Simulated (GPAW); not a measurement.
Crystal: CaO.

```xyz
2
Lattice="0.0000 2.4036 2.4036 2.4036 0.0000 2.4036 2.4036 2.4036 0.0000" Properties=species:S:1:pos:R:3 pbc="T T T"
Ca    0.0000    0.0000    0.0000
O     2.4036    2.4036    2.4036
```

The cell is a database's computed one.

Base run:

| Quantity | Value |
| --- | --- |
| Program | GPAW 26.7.0 |
| Functional | BLYP |
| Potentials or basis | PAW data sets generated in the run's folder for this functional |
| Cutoff | 800 eV |
| Basis | pw |
| k mesh | 10 × 10 × 10 |
| Occupations | fermi-dirac, width 0.05 eV |
| Spin | no spin polarisation |

Its results: band gap on the k mesh 3.78 eV, indirect (least direct gap 4.15 eV); pressure 4.8 GPa.

Question: After a change of settings the same cell gave: band gap on the k mesh 4.24 eV, indirect (least direct gap 4.62 eV); pressure 0.0 GPa. Which change was it?
A. functional from BLYP to r2SCAN; potentials or basis from PAW data sets generated in the run's folder for this functional to GPAW PAW data sets (gpaw-data 1.2.1)
B. functional from BLYP to PBEsol; band points from 80 to 100
C. functional from BLYP to RPBE; potentials or basis from PAW data sets generated in the run's folder for this functional to the program's PAW data sets (release 1.2.1) made for this functional

Answer: A.

Caveats: the PAW data sets were made with another functional, which shifts forces and pressure a little (some runs).

Runs at the PBE level aren't shown here.
